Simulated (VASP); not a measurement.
# SnTe (Fm-3m) in VASP: a series of runs

Runs on SnTe. Level: PBE+D3(BJ). Tasks: single point.

Everything below comes from runs of VASP 6.6.1. Logs are shortened: lines on timing, memory, paths and dates and some standing lists are left out, and cuts for length are marked.

**The experiment to reproduce.**

A printed reference work, textbook reports, for a bulk crystal of SnTe at 300 K: band gap 0.18 eV (direct).

The results are compared with them further down.

## (1) The cell of the first run

Symmetry: Fm-3m, No. 225, cubic system. The conventional cell has a = 6.302 Å, b = 6.302 Å, c = 6.302 Å, α = 90.00°, β = 90.00°, γ = 90.00°. Within 4.1 Å of Sn (site symmetry m-3m) lie 6 Te at 3.15 Å. Te (site symmetry m-3m) has 6 Sn at 3.15 Å within 4.1 Å.

## (2) Single point, PBE+D3(BJ)

Input file INCAR:

```
ALGO = Normal
EDIFF = 1E-6
ENCUT = 500
GGA = PE
GGA_COMPAT = F
ISIF = 2
ISMEAR = 0
IVDW = 12
LASPH = T
LCHARG = F
LREAL = F
LWAVE = F
NBANDS = 17
NELM = 120
PREC = Accurate
SIGMA = 0.01
```

Input file KPOINTS:

```
k-points
0
Gamma
  6 6 6
```

Input file POSCAR:

```
SnTe
1.0
    0.0000000000      3.1508500000      3.1508500000
    3.1508500000      0.0000000000      3.1508500000
    3.1508500000      3.1508500000      0.0000000000
Sn Te
1 1
Direct
    0.0000000000      0.0000000000      0.0000000000
    0.5000000000      0.5000000000      0.5000000000
```

Potentials or basis: VASP PAW PBE potentials, release 64 (Sn_d, Te).

The run is started by

```console
> cat potpaw_PBE.64/Sn_d/POTCAR potpaw_PBE.64/Te/POTCAR > POTCAR
> mpirun -np 1 vasp_std > vasp.out
```

OUTCAR:

```text
EDIFF = 1E-6
   ENCUT = 500
   GGA = PE
   ISIF = 2
   ISMEAR = 0
   IVDW = 12
   LASPH = T
   LREAL = F
   NELM = 120
   PREC = Accurate
 IVDW          = 12

 ion  position               nearest neighbor table
   1  0.000  0.000  0.000-   2 3.15   2 3.15   2 3.15   2 3.15   2 3.15   2 3.15
   2  0.500  0.500  0.500-   1 3.15   1 3.15   1 3.15   1 3.15   1 3.15   1 3.15

  LATTYP: Found a face centered cubic cell.
 ALAT       =     6.3017000000

  Lattice vectors:

 A1 = (   0.0000000000,   3.1508500000,   3.1508500000)
 A2 = (   3.1508500000,   0.0000000000,   3.1508500000)
 A3 = (   3.1508500000,   3.1508500000,   0.0000000000)

Analysis of symmetry for initial positions (statically):
=====================================================================
 Subroutine PRICEL returns:
 Original cell was already a primitive cell.

 Routine SETGRP: Setting up the symmetry group for a
 face centered cubic supercell.

 Subroutine GETGRP returns: Found 48 space group operations
 (whereof 48 operations were pure point group operations)
 out of a pool of 48 trial point group operations.

The static configuration has the point symmetry O_h .

Analysis of symmetry for dynamics (positions and initial velocities):
=====================================================================
 Subroutine PRICEL returns:
 Original cell was already a primitive cell.

 Routine SETGRP: Setting up the symmetry group for a
 face centered cubic supercell.

 Subroutine GETGRP returns: Found 48 space group operations
 (whereof 48 operations were pure point group operations)
 out of a pool of 48 trial point group operations.

The dynamic configuration has the point symmetry O_h .

 Subroutine INISYM returns: Found 48 space group operations
 (whereof 48 operations are pure point group operations),
 and found     1 'primitive' translations

----------------------------------------------------------------------------------------

                                     Primitive cell

  volume of cell :      62.5624

  direct lattice vectors                    reciprocal lattice vectors
     0.000000000  3.150850000  3.150850000    -0.158687338  0.158687338  0.158687338
     3.150850000  0.000000000  3.150850000     0.158687338 -0.158687338  0.158687338
     3.150850000  3.150850000  0.000000000     0.158687338  0.158687338 -0.158687338

  length of vectors
     4.455974803  4.455974803  4.455974803     0.274854533  0.274854533  0.274854533

  position of ions in fractional coordinates (direct lattice)
     0.000000000  0.000000000  0.000000000
     0.500000000  0.500000000  0.500000000

  ion indices of the primitive-cell ions
   primitive index   ion index
                 1           1
                 2           2

----------------------------------------------------------------------------------------

 KPOINTS: k-points

Automatic generation of k-mesh.
 Grid dimensions read from file:
 generate k-points for:    6    6    6

 Generating k-lattice:

  Cartesian coordinates                     Fractional coordinates (reciprocal lattice)
    -0.026447890  0.026447890  0.026447890     0.166666667  0.000000000  0.000000000
     0.026447890 -0.026447890  0.026447890     0.000000000  0.166666667  0.000000000
     0.026447890  0.026447890 -0.026447890     0.000000000  0.000000000  0.166666667

  Length of vectors
     0.045809089  0.045809089  0.045809089

  Shift w.r.t. Gamma in fractional coordinates (k-lattice)
     0.000000000  0.000000000  0.000000000

 Subroutine IBZKPT returns following result:
 ===========================================

 Found     16 irreducible k-points:

 Following reciprocal coordinates:
            Coordinates               Weight
  0.000000  0.000000  0.000000      1.000000
  0.166667  0.000000  0.000000      8.000000
  0.333333  0.000000  0.000000      8.000000
  0.500000  0.000000  0.000000      4.000000
  0.166667  0.166667  0.000000      6.000000
  0.333333  0.166667  0.000000     24.000000
[... 8 lines left out ...]
 -0.333333  0.333333  0.166667     24.000000
 -0.333333  0.500000  0.166667     12.000000
   k-points           NKPTS =     16   k-points in BZ     NKDIM =     16   number of bands    NBANDS=     17
   number of dos      NEDOS =    301   number of ions     NIONS =      2
   total plane-waves  NPLWV =  32768
   dimension x,y,z NGX =    32 NGY =   32 NGZ =   32
   dimension x,y,z NGXF=    64 NGYF=   64 NGZF=   64
   ions per type =               1   1
   NGX,Y,Z   is equivalent  to a cutoff of  11.94, 11.94, 11.94 a.u.
   NGXF,Y,Z  is equivalent  to a cutoff of  23.88, 23.88, 23.88 a.u.
 SYSTEM =  unknown system
   PREC   = accura    normal or accurate (medium, high low for compatibility)
   ISTART =      0    job   : 0-new  1-cont  2-samecut
   ICHARG =      2    charge: 1-file 2-atom 10-const
   ISPIN  =      1    spin polarized calculation?
   LNONCOLLINEAR =      F non collinear calculations
   LSORBIT =      F    spin-orbit coupling
   LASPH  =      T    aspherical Exc in radial PAW
   ENCUT  =  500.0 eV  36.75 Ry    6.06 a.u.   8.12  8.12  8.12*2*pi/ulx,y,z
   NELM   =    120;   NELMIN=  2; NELMDL= -5     # of ELM steps
   EDIFF  = 0.1E-05   stopping-criterion for ELM
   LREAL  =      F    real-space projection
   EDIFFG = 0.1E-04   stopping-criterion for IOM
   NSW    =      0    number of steps for IOM
   IBRION =     -1    ionic relax: 0-MD 1-quasi-New 2-CG
   NFREE  =      0    steps in history (QN), initial steepest desc. (CG)
   ISIF   =      2    stress and relaxation
   ISYM   =      2    0-nonsym 1-usesym 2-fastsym
   POTIM  = 0.5000    time-step for ionic-motion
   TEBEG  =    0.0;   TEEND  =   0.0 temperature during run
   PSTRESS=    0.0 pullay stress
   NELECT =      20.0000    total number of electrons
   NUPDOWN=      -1.0000    fix difference up-down
   EMIN   =  10.00;   EMAX   =-10.00  energy-range for DOS
   EFERMI =   0.00;   METHOD = LEGACY
   ISMEAR =     0;   SIGMA  =   0.01  broadening in eV -4-tet -1-fermi 0-gaus
   EFERMI_NEDOS =   21; number of points for ismear=-14 and -15
   IALGO  =     38    algorithm
   IMIX   =      4    mixing-type and parameters
     AMIX     =   0.40;   BMIX     =  1.00
     AMIX_MAG =   1.60;   BMIX_MAG =  1.00
  volume/ion in A,a.u.               =      31.28       211.10
  Fermi-wavevector in a.u.,A,eV,Ry     =   1.119387  2.115336 17.048485  1.253028
  Thomas-Fermi vector in A             =   2.256026
   LORBIT       =      0    0 simple, 1 ext, 2 COOP (PROOUT), +10 PAW based schemes
   GGA     = PE    functional components
   LHFCALC =     F    Hartree Fock is set to
   AEXX    =    0.0000 exact exchange contribution
   IVDW    =    12    specifies the selected vdW correction
   LEPSILON=     F    determine dielectric tensor
   LRPA    =     F    only Hartree local field effects (RPA)
 non-spin polarized calculation
 Gauss-broadening in eV      SIGMA  =   0.01
  energy-cutoff  :      500.00
  volume of cell :       62.56
 maximum number of plane-waves:      1639
   NGX = 17   NGY = 17   NGZ = 17

 number of electron      20.0000011 magnetization

 Free energy of the ion-electron system (eV)
  ---------------------------------------------------
  ext. energy  EPLUGINS =         0.00000000
  ---------------------------------------------------
  free energy    TOTEN  =        -7.54236898 eV

  energy without entropy =       -7.54236898  energy(sigma->0) =       -7.54236898

 E-fermi :   7.0127     XC(G=0):  -9.5000

 val. band max:        6.9632810056   @ k =   0.5000   0.0000   0.0000
 cond. band min:       7.0601546630   @ k =   0.5000   0.0000   0.0000
 fundamental gap:      0.0968736574
 Fermi energy:         7.0127194859

 k-point     1 :       0.0000    0.0000    0.0000
  band No.  band energies     occupation
      1     -14.9636      2.00000
      2     -14.9636      2.00000
      3     -14.9574      2.00000
      4     -14.9574      2.00000
      5     -14.9574      2.00000
      6      -5.8516      2.00000
[... 9 lines left out ...]
     16      11.7039      0.00000
     17      13.7793      0.00000

 k-point     2 :       0.1667    0.0000    0.0000
  band No.  band energies     occupation
      1     -14.9647      2.00000
      2     -14.9647      2.00000
      3     -14.9569      2.00000
      4     -14.9558      2.00000
      5     -14.9558      2.00000
      6      -5.6202      2.00000
[... 9 lines left out ...]
     16      12.2625      0.00000
     17      15.3638      0.00000

 k-point     3 :       0.3333    0.0000    0.0000
  band No.  band energies     occupation
      1     -14.9673      2.00000
      2     -14.9673      2.00000
      3     -14.9561      2.00000
      4     -14.9523      2.00000
      5     -14.9523      2.00000
      6      -5.0176      2.00000
[... 9 lines left out ...]
     16      13.7840      0.00000
     17      17.6554      0.00000

 k-point     4 :       0.5000    0.0000    0.0000
  band No.  band energies     occupation
      1     -14.9687      2.00000
      2     -14.9687      2.00000
      3     -14.9557      2.00000
      4     -14.9504      2.00000
      5     -14.9504      2.00000
      6      -4.5696      2.00000
[... 9 lines left out ...]
     16      15.7955      0.00000
     17      15.7955      0.00000
[... 183 lines left out ...]
      1     -14.9733      2.00000
      2     -14.9637      2.00000
      3     -14.9570      2.00000
      4     -14.9509      2.00000
      5     -14.9495      2.00000
      6      -4.5924      2.00000
[... 9 lines left out ...]
     16      15.3211      0.00000
     17      15.9846      0.00000

 k-point    15 :      -0.3333    0.3333    0.1667
  band No.  band energies     occupation
      1     -14.9737      2.00000
      2     -14.9648      2.00000
      3     -14.9541      2.00000
      4     -14.9532      2.00000
      5     -14.9480      2.00000
      6      -4.2862      2.00000
[... 9 lines left out ...]
     16      16.8217      0.00000
     17      16.9304      0.00000

 k-point    16 :      -0.3333    0.5000    0.1667
  band No.  band energies     occupation
      1     -14.9772      2.00000
      2     -14.9621      2.00000
      3     -14.9576      2.00000
      4     -14.9503      2.00000
      5     -14.9465      2.00000
      6      -4.2022      2.00000
[... 9 lines left out ...]
     16      17.0400      0.00000
     17      18.2009      0.00000

------------------------ aborting loop because EDIFF is reached ----------------------------------------

 Edisp (eV)   -0.80183

 E8    (eV) :    -0.3779

  FORCE on cell =-STRESS in cart. coord.  units (eV):
  Direction    XX          YY          ZZ          XY          YZ          ZX
  --------------------------------------------------------------------------------------
  -------------------------------------------------------------------------------------
  Total       0.01988     0.01988     0.01988     0.00000     0.00000     0.00000
  in kB       0.50919     0.50919     0.50919     0.00000     0.00000     0.00000
  external pressure =        0.51 kB  Pullay stress =        0.00 kB

 VOLUME and BASIS-vectors are now :
 -----------------------------------------------------------------------------
  energy-cutoff  :      500.00
  volume of cell :       62.56
      direct lattice vectors                 reciprocal lattice vectors
     0.000000000  3.150850000  3.150850000    -0.158687338  0.158687338  0.158687338
     3.150850000  0.000000000  3.150850000     0.158687338 -0.158687338  0.158687338
     3.150850000  3.150850000  0.000000000     0.158687338  0.158687338 -0.158687338

 POSITION                                       TOTAL-FORCE (eV/Angst)
 -----------------------------------------------------------------------------------
      0.00000      0.00000      0.00000         0.000000      0.000000     -0.000000
      3.15085      3.15085      3.15085        -0.000000     -0.000000      0.000000
 -----------------------------------------------------------------------------------
    total drift:                                0.000000     -0.000000     -0.000000

  FREE ENERGIE OF THE ION-ELECTRON SYSTEM (eV)
  ---------------------------------------------------
  free  energy   TOTEN  =        -8.3442022763 eV

  energy  without entropy=       -8.3442022763  energy(sigma->0) =       -8.34420228
```

Run time: 23 s. Hardware: 1 thread of Intel Xeon 8259CL, shared host; peak memory 0.18 GiB.

Results:

```
Free energy                : -8.3442 eV
Pressure                   : 0.1 GPa
Band gap on the k mesh     : 0.10 eV, direct
Dispersion energy per atom : -0.401 eV
```

Levels at points of the mesh, in eV from the valence-band top:
| k point | band 7 | band 8 | band 9 | band 10 | band 11 | band 12 | band 13 | band 14 |
| --- | --- | --- | --- | --- | --- | --- | --- | --- |
| (0.00, 0.00, 0.00) | -4.69 | -2.15 | -2.15 | -2.15 | 3.34 | 3.34 | 3.34 | 4.74 |
| (0.50, 0.00, 0.00) | -8.35 | -1.82 | -1.82 | 0.00 | 0.10 | 0.36 | 0.36 | 7.77 |
| (0.50, 0.50, 0.00) | -6.48 | -5.59 | -3.75 | -3.75 | 2.16 | 4.92 | 4.92 | 6.38 |

Caveat: spin-orbit coupling is left out, which moves the levels of the heavy elements.

## (3) Single point, PBE+D3(BJ)

Input file INCAR:

```
SYSTEM = SnTe
PREC     = Accurate       ! precision mode
ENCUT    = 500            ! plane-wave cutoff, eV
EDIFF    = 1E-6           ! SCF threshold, eV
ISMEAR   = 0              ! smearing method
SIGMA    = 0.01           ! smearing width, eV
LREAL    = .FALSE.        ! projectors in reciprocal space
LASPH    = .TRUE.         ! aspherical terms in the spheres
NELM     = 120            ! most SCF steps
ALGO     = Normal         ! electronic algorithm
ISIF     = 2              ! what is computed and relaxed
LWAVE    = .FALSE.        ! write WAVECAR
LCHARG   = .FALSE.        ! write CHGCAR
GGA      = PE             ! functional
IVDW     = 12             ! dispersion correction
NBANDS   = 17             ! bands
GGA_COMPAT= .FALSE.
```

Input file KPOINTS:

```
regular mesh
0
G
  6 6 6
  0 0 0
```

POSCAR is that of step 2.

Potentials or basis: VASP PAW PBE potentials, release 64 (Sn_d, Te).

The run is started by

```console
> cat potpaw_PBE.64/Sn_d/POTCAR potpaw_PBE.64/Te/POTCAR > POTCAR
> mpirun -np 1 vasp_std > vasp.out
```

Wall time 23 s (1 thread of Intel Xeon 8259CL, shared host); peak memory 0.19 GiB.

Results (log left out):

```
Free energy                : -8.3442 eV
Pressure                   : 0.1 GPa
Band gap on the k mesh     : 0.10 eV, direct
Dispersion energy per atom : -0.401 eV
```

Levels at points of the mesh, in eV from the valence-band top:
```tsv
k point	band 7	band 8	band 9	band 10	band 11	band 12	band 13	band 14
(0.00, 0.00, 0.00)	-4.69	-2.15	-2.15	-2.15	3.34	3.34	3.34	4.74
(0.50, 0.00, 0.00)	-8.35	-1.82	-1.82	0.00	0.10	0.36	0.36	7.77
(0.50, 0.50, 0.00)	-6.48	-5.59	-3.75	-3.75	2.16	4.92	4.92	6.38
```

Caveat: spin-orbit coupling is left out, which moves the levels of the heavy elements.

## (4) How close it comes

Step 2. Measured gap of SnTe: 0.18 eV (direct; 300 K; a printed reference work, textbook). This calculation gives 0.10 eV (-0.08 eV). Spin-orbit coupling on Sn, Te is left out. The value is that of PBE+D3(BJ) on a finite k mesh, which can miss the band edges, without temperature or zero-point motion. Semilocal functionals fall short of measured gaps as a rule.

Step 3. A measured gap of SnTe is 0.18 eV (direct; 300 K; a printed reference work, textbook); the calculated 0.10 eV misses it by -0.08 eV. Spin-orbit coupling on Sn, Te is left out. The value is that of PBE+D3(BJ) on a finite k mesh, which can miss the band edges, without temperature or zero-point motion. Semilocal functionals fall short of measured gaps as a rule.
